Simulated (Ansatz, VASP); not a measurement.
**Two plane-wave programs on As**

```xyz
1
Lattice="2.7305 0.0000 0.0000 0.0000 2.7305 0.0000 0.0000 0.0000 2.7306" Properties=species:S:1:pos:R:3 pbc="T T T"
As    0.0000    0.0000    0.0000
```

Alike in both runs: functional PBE; k mesh 20 × 20 × 20; occupations gaussian, width 0.1 eV; no spin polarisation.

Ansatz relaxed the structure, and its values are those at the end. VASP's run is a single point on that final structure, the one shown.

```csv
,VASP,Ansatz
version,VASP 6.6.1,Ansatz 0.2.0
potentials or method,"VASP PAW PBE potentials, release 64 (As)","scalar-relativistic, plane waves, PAW"
plane-wave cutoff (eV),520,420
valence electrons in the cell,5,15
```

|  | VASP | Ansatz | Ansatz less VASP |
| --- | --- | --- | --- |
| gap on the k mesh at the Fermi level (eV) | none | none | - |
| pressure (GPa) | 0.1 | 0.0 | -0.15 |

A gap of «none» marks a metal or a gap that the smearing closes. The two sets of potentials don't hold the same shells in valence.
